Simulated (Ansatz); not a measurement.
# Mg (I4/mmm) in Ansatz: convergence with scf exx energy threshold

Aim: find how far scf exx energy threshold must go before the results for Mg settle, at PBE0. This setting moves, with any that are tied to it; all else stays.

All numbers are computed with Ansatz 0.2.0; they aren't measurements. Logs are shortened: lines on timing, memory, paths and dates and some standing lists are left out, and cuts for length are marked.

### 1 The structure

The structure is tetragonal, space group I4/mmm (No. 139). Conventional cell: a = 3.672 Å, b = 3.672 Å, c = 3.359 Å, α = 90.00°, β = 90.00°, γ = 90.00°. Mg (site symmetry 4/mmm) has 10 Mg at 3.09 to 3.36 Å as nearest neighbours.

This isn't the form of Mg at room conditions, which is hcp.

### 2 With scf exx energy threshold 0.01

Contents of input.yaml:

```yaml
crystal:
  lattice:
    - [-1.83599163, 1.83599163, 1.67940402]
    - [1.83599163, -1.83599163, 1.67940402]
    - [1.83599163, 1.83599163, -1.67940402]
  atoms:
    - { symbol: Mg, position: [0.0, 0.0, 0.0] }
hamiltonian:
  xc: pbe0
  pseudopotentials: { kind: paw, level: accurate }
kpoints:
  mp_grid: { grid: [6, 6, 6] }
scf:
  occupations: { method: fermi_dirac, width: 0.1 }
  exx: { energy_threshold: 0.01 }
output:
  forces: true
  stress: true
  eigenvalues: true
```

Potentials or basis: Ansatz PAW earlier set.

On the command line:

```
$ ansatz run input.yaml --threads 2 --pin off --max-ram 5632MiB --backend cpu --events-out ev --progress --plain --runs-dir out
```

It took 54 s on 2 threads of Intel Xeon at 2.50GHz (Skylake/Cascade Lake), shared host; peak memory 1.2 GiB.

What came out:

```
Free energy            : -1924.2012 eV
Pressure               : 0.7 GPa
Band gap on the k mesh : none (metal or under the smearing width)
```

### 3 With scf exx energy threshold 0.001

input.yaml: that of step 2 with these lines changed.

```diff
@@ -14,3 +14,3 @@
   occupations: { method: fermi_dirac, width: 0.1 }
-  exx: { energy_threshold: 0.01 }
+  exx: { energy_threshold: 0.001 }
 output:
```

Potentials or basis: Ansatz PAW earlier set.

On the command line:

```
$ ansatz run input.yaml --threads 2 --pin off --max-ram 5632MiB --backend cpu --events-out ev --progress --plain --runs-dir out
```

It took 54 s on 2 threads of Intel Xeon at 2.50GHz (Skylake/Cascade Lake), shared host; peak memory 1.2 GiB.

Results:

| Property | Result |
| --- | --- |
| Free energy | -1924.2012 eV |
| Pressure | 0.7 GPa |
| Band gap on the k mesh | none (metal or under the smearing width) |

### 4 With scf exx energy threshold 0.0001

input.yaml: that of step 3 with these lines changed.

```diff
@@ -14,3 +14,3 @@
   occupations: { method: fermi_dirac, width: 0.1 }
-  exx: { energy_threshold: 0.001 }
+  exx: { energy_threshold: 0.0001 }
 output:
```

On the command line:

```
$ ansatz run input.yaml --threads 2 --pin off --max-ram 5632MiB --backend cpu --events-out ev --progress --plain --runs-dir out
```

It took 54 s on 2 threads of Intel Xeon at 2.50GHz (Skylake/Cascade Lake), shared host; peak memory 1.2 GiB.

What came out:

- Free energy: -1924.2012 eV
- Pressure: 0.7 GPa
- Band gap on the k mesh: none (metal or under the smearing width)

### 5 With scf exx energy threshold 1e-05

input.yaml: that of step 4 with these lines changed.

```diff
@@ -14,3 +14,3 @@
   occupations: { method: fermi_dirac, width: 0.1 }
-  exx: { energy_threshold: 0.0001 }
+  exx: { energy_threshold: 1.0e-05 }
 output:
```

On the command line:

```
$ ansatz run input.yaml --threads 2 --pin off --max-ram 5632MiB --backend cpu --events-out ev --progress --plain --runs-dir out
```

Run time: 51 s. Hardware: 2 threads of Intel Xeon at 2.50GHz (Skylake/Cascade Lake), shared host; peak memory 1.2 GiB.

The run converged. Its results:

```
Free energy            : -1924.2012 eV
Pressure               : 0.7 GPa
Band gap on the k mesh : none (metal or under the smearing width)
```

### 6 With scf exx energy threshold 1e-06

input.yaml: that of step 5 with these lines changed.

```diff
@@ -14,3 +14,3 @@
   occupations: { method: fermi_dirac, width: 0.1 }
-  exx: { energy_threshold: 1.0e-05 }
+  exx: { energy_threshold: 1.0e-06 }
 output:
```

Potentials or basis: Ansatz PAW earlier set.

On the command line:

```
$ ansatz run input.yaml --threads 2 --pin off --max-ram 5632MiB --backend cpu --events-out ev --progress --plain --runs-dir out
```

Wall time 49 s (2 threads of Intel Xeon at 2.50GHz (Skylake/Cascade Lake), shared host); peak memory 1.2 GiB.

It converged, with:

* Free energy: -1924.2012 eV
* Pressure: 0.7 GPa
* Band gap on the k mesh: none (metal or under the smearing width)

### 7 With scf exx energy threshold 1e-07

input.yaml: that of step 6 with these lines changed.

```diff
@@ -14,3 +14,3 @@
   occupations: { method: fermi_dirac, width: 0.1 }
-  exx: { energy_threshold: 1.0e-06 }
+  exx: { energy_threshold: 1.0e-07 }
 output:
```

Potentials or basis: Ansatz PAW earlier set.

On the command line:

```
$ ansatz run input.yaml --threads 2 --pin off --max-ram 5632MiB --backend cpu --events-out ev --progress --plain --runs-dir out
```

What it wrote:

```text
Warning: output.stress: scf.convergence.dr2_threshold = 1e-7 eV (the SCF's general default) is looser than the 1e-10 eV advised for a printed stress (1e-10 eV for each atom of the cell: 1). What an SCF threshold leaves in a stress goes as its square root, and in the free energy as the threshold itself, and one threshold admits the most on a small cell: of the crystals measured, under no hybrid functional and no lock of the moments, on runs that ended without the residual-converged pass, on stresses that held no estimate of that error, the worst erred by over 100 MPa in a component at 1e-7 eV an atom and by under 5 at 1e-10. Set scf.convergence.dr2_threshold to 1e-10 eV or tighter. The threshold is an SCF's pass mark: one that does not reach it within its budget of iterations ends unconverged, or closes short of it on a stop that the run arms, and scf.convergence.dr2_threshold's page says what that costs each kind of run
Warning: output.stress: scf.exx.energy_threshold = 1e-7 eV is looser than the 1e-8 eV advised for a stress under a hybrid functional (1e-8 eV for each atom of the cell: 1). Every SCF of the exchange loop can meet its threshold on dr2 while the loop round them stops early: no threshold on dr2 bounds what that leaves in the stress. Set scf.exx.energy_threshold to 1e-8 eV or tighter. The threshold is the loop's pass mark: a loop that does not reach it within its budget of cycles ends unconverged, and scf.exx.energy_threshold's page has the law
Warning: RAYON_NUM_THREADS=2 ignored (pool sized by the plan → 2); use --threads N
Engine: ansatz 0.2.0, x86_64-unknown-linux-gnu
Pseudopotentials: kind: paw, level: accurate
Pseudopotential: Mg, paw, valence charge 10, recommended cutoff 760 eV (high), Mg.paw.azcp
Functional definition: PBE0
  parameter a = 0.25
  parameter kappa = 0.804
  parameter beta = 0.06672455060314922
  exchange = (1 - a)*pbe_x(kappa = kappa, mu = beta*pi^2/3) + a*exact_x
  correlation = pbe_c(beta = beta)
Crystal: 1 atoms, lattice volume = 22.644 Å³
Basis set: ecut = 760 eV, 1067 PW (Γ), exchange–correlation on 60×60×60 points (8 copies of the dense FFT grid, shifted against one another)
Bands: 9, of which v1, the nominal top of the filled ones, is band 5 counted from 1 (4 counted from 0)
Symmetry: 16 space group operations
Space group: I4/mmm (ITA 139), of the structure as read, at distance tolerance 2.8e-5 Å
k-points: 30 of 216
Non-local potential: Mg, projectors of the file, l = 0: 2, l = 1: 3, l = 2: 1, l = 3: 1
PAW form: soft (Blöchl's): semilocal exchange-correlation on the pseudo side does not see the compensation charge
PAW frozen core: Mg, regenerated for the run's functional, and the local potential with it (the file was generated under x = pbe(κ = 0.804, μ = 0.2195149727645171), c = pbe(β = 0.06672455060314922))
PAW one-centre angular grid: Mg, 194 points (default); XC on 64 Gauss nodes
Initial density: superposition of atomic densities (chi_scale 0.1, normalization cell)
Initial wavefunctions: pseudopotential atomic-orbital guess
Functional: x = pbe(κ = 0.804, μ = 0.2195149727645171), c = pbe(β = 0.06672455060314922), warm-up for x = 0.75 pbe(κ = 0.804, μ = 0.2195149727645171) + 0.25 exact, c = pbe(β = 0.06672455060314922)
iter 1 solved again at ethr=5.20e-4 eV; its pass at ethr=1.00e-1 eV (dr2=5.20e-2 eV) is discarded
SCF iter   1: F=—  HF=-1923.808369 eV  |F-HF|=—  |Δ(HF+E_count)|=         —  Δρ=1.34e-2  dr2=5.16e-2  ethr=5.20e-4  ⟨swp⟩=4.0  Hψ=1711  notcnv=0
preconditioner: auto → none  [metal: Δε(μ)=0.046 eV  Ē_g=10.093 eV  σ=0.100 eV  W_gap=0.11  n_scr=0 (ndim 8)  ℏωp=11.0 eV  f_vac=0.000  D(μ)=0.57/eV (n_scr^D=0)]
SCF iter   2: F=—  HF=-1923.802336 eV  |F-HF|=—  |Δ(HF+E_count)|=   6.03e-3  Δρ=6.82e-3  dr2=1.19e-2  ethr=5.16e-4  ⟨swp⟩=2.0  Hψ=526  notcnv=0
iter 3 solved again at ethr=5.23e-7 eV; its pass at ethr=1.19e-4 eV (dr2=5.23e-5 eV) is discarded
SCF iter   3: F=—  HF=-1923.800964 eV  |F-HF|=—  |Δ(HF+E_count)|=   1.37e-3  Δρ=7.89e-4  dr2=3.05e-5  ethr=5.23e-7  ⟨swp⟩=3.9  Hψ=1081  notcnv=0
[... 21 lines left out ...]
SCF iter   9: F=—  HF=-1924.201169 eV  |F-HF|=—  |Δ(HF+E_count)|=   1.48e-4  Δρ=2.54e-5  dr2=1.03e-5  ethr=8.79e-10  ⟨swp⟩=3.8  Hψ=662  notcnv=0
SCF iter  10: F=-1924.201202 eV  HF=-1924.201202 eV  |F-HF|=2.73e-8  |Δ(HF+E_count)|=   3.33e-5  Δρ=1.33e-5  dr2=2.97e-7  ethr=8.79e-10  ⟨swp⟩=3.8  Hψ=610  notcnv=0
SCF 2 stopped early in 10 iterations: F = -1924.201202 eV  dr2 = 2.97e-7
hybrid outer 1: dexx = +4.847e-3 eV, tail = 2.71e-6 eV
Frozen-core exchange: fock
SCF iter   1: F=—  HF=-1924.201071 eV  |F-HF|=—  |Δ(HF+E_count)|=         —  Δρ=5.50e-5  dr2=3.35e-6  ethr=9.21e-8  ⟨swp⟩=3.1  Hψ=628  notcnv=0
preconditioner: auto → none  [insulator: Δε(μ)=0.390 eV  Ē_g=11.855 eV  σ=0.100 eV  W_gap=0.73  n_scr=0 (ndim 8)  ℏωp=11.0 eV  f_vac=0.000  D(μ)=0.21/eV (n_scr^D=0)]
SCF iter   2: F=—  HF=-1924.201171 eV  |F-HF|=—  |Δ(HF+E_count)|=   1.00e-4  Δρ=9.44e-6  dr2=8.98e-7  ethr=2.70e-9  ⟨swp⟩=4.0  Hψ=628  notcnv=0
SCF iter   3: F=—  HF=-1924.201173 eV  |F-HF|=—  |Δ(HF+E_count)|=   1.47e-6  Δρ=7.04e-6  dr2=3.80e-8  ethr=7.44e-11  ⟨swp⟩=4.0  Hψ=729  notcnv=0
SCF iter   4: F=—  HF=-1924.201173 eV  |F-HF|=—  |Δ(HF+E_count)|=   3.37e-8  Δρ=2.52e-6  dr2=4.25e-9  ethr=7.44e-11  ⟨swp⟩=3.0  Hψ=532  notcnv=0
SCF iter   5: F=-1924.201173 eV  HF=-1924.201173 eV  |F-HF|=4.77e-12  |Δ(HF+E_count)|=   4.04e-9  Δρ=1.69e-7  dr2=1.54e-10  ethr=1.90e-11  ⟨swp⟩=2.3  Hψ=492  notcnv=0  defer=3
SCF 3 converged in 5 iterations: F = -1924.201173 eV  dr2 = 1.54e-10
  Residual-converged pass: ⟨swp⟩=3.0  Hψ=513  notcnv=0  max |occ|·‖R‖ = 7.6e-7 eV (tolerance 7.7e-7 eV)  dr2=1.54e-10  dr2_onsite=1.37e-12  max |Δocc| = 2.9e-13
hybrid outer 2: dexx = +2.331e-7 eV, tail = 6.92e-10 eV, Δε = 4.30e-3 eV (about 1.98e-4 eV left of the loop's levels)
hybrid SCF converged: 2 outer / 15 inner (+6 warm-up), last move |dexx| = 2.33e-7 eV, tail = 6.92e-10 eV
Stability not checked: this state was not tested for a lower state beside it, because the functional holds exact exchange (a hybrid, or Hartree-Fock), whose exchange loop this test does not read (fock_operator; see scf.lower_state_search)
Free energy (F): -1924.201173 eV
Frozen-core exchange: fock
Harris-Foulkes:  -1924.201173 eV  (|F-HF|=4.77e-12)
Internal energy: -1924.193665 eV  (E = F + TS)
E sigma→0 (E₀):  -1924.197419 eV
Entropy (-TS):   -0.007507 eV (-7.507 meV/atom)
Fermi energy:    5.897398 eV
--- Per-component energies (eV) ---
  E_band       = -394.807784
  E_kinetic    = 188.849207
  E_local      = -1528.213735  (includes V_loc(G=0)·N_el)
  E_nonlocal   = -105.584573
  E_hartree    = 587.272467
  E_xc         = -41.953342
  E_vxc        = -54.151136  (∫ρ·V_xc dr)
  E_exx        = -55.029883  (= α·E_x^exact, valence–valence)
  E_paw        = -234.578326  (= ΣΔE_a)
  E_vpaw       = 39.807289  (= ΣTr[D̂ρ^β])
  E_aug_tail   = -0.000030  (compensation charges beyond the density's cutoff)
  E_ewald      = -734.920965
  E_core_change = -0.034485  (= ΣΔE_core)
  E_smearing   = -0.007507  (= −TS)
  E_closure    = 0.000001  (closes the sum)
  Σ components = -1924.201173   (vs F -1924.201173, Δ=2.27e-13)
--- Forces (eV/Å), atoms counted from 1 ---
  atom   1  Mg     0.00000000     0.00000000     0.00000000
  max |Σ_I F_I| component: 8.01e-32 eV/Å
--- Stress (GPa, compression-positive) ---
       -1.209868      -0.000000       0.000000
       -0.000000      -1.209868      -0.000000
        0.000000      -0.000000       4.401913
  P = ⅓ Tr σ = 0.6607 GPa (6.607 kbar)
--- Band table (eV; the first three rows and the last of 30) ---
  k-point 0: bands = ["-76.2378", "-41.1085", "-41.1085", "-41.0994", "-2.8175", "18.9432", "20.8372", "20.8372", "21.1294"]
  k-point 1: bands = ["-76.2369", "-41.1171", "-41.1081", "-41.1018", "-2.1074", "14.3906", "19.0285", "19.3443", "20.1899"]
  k-point 2: bands = ["-76.2352", "-41.1344", "-41.1073", "-41.1067", "0.0325", "8.9750", "17.2907", "17.9875", "18.9770"]
  k-point 29: bands = ["-76.2316", "-41.1347", "-41.1347", "-41.1196", "9.8020", "9.8020", "10.0916", "10.7269", "12.0683"]
```

It took 49 s on 2 threads of Intel Xeon at 2.50GHz (Skylake/Cascade Lake), shared host; peak memory 1.2 GiB.

What came out:

| Quantity | Value |
| --- | --- |
| Free energy | -1924.2012 eV |
| Pressure | 0.7 GPa |
| Band gap on the k mesh | none (metal or under the smearing width) |

### 8 Summary

```csv
scf exx energy threshold,"energy less the tightest run, at zero smearing (meV/atom)",SCF cycles,CPU time (s),peak memory (GiB)
0.01,0.00,20,96,1.2
0.001,0.00,20,96,1.2
0.0001,0.00,20,94,1.2
1e-05,0.00,20,95,1.2
1e-06,0.00,20,90,1.2
1e-07,0.00,21,90,1.2
```

Against the tightest run, the energy stays within 1 meV/atom from 0.01 on. The tightest run that finished is the yardstick and may itself not be fully converged.

Caveats: all runs use coarse meshes; the PAW data sets come from PBE, with cores solved anew for the run's functional, which leaves a small shift of forces and pressure; the thresholds are loose for stress.
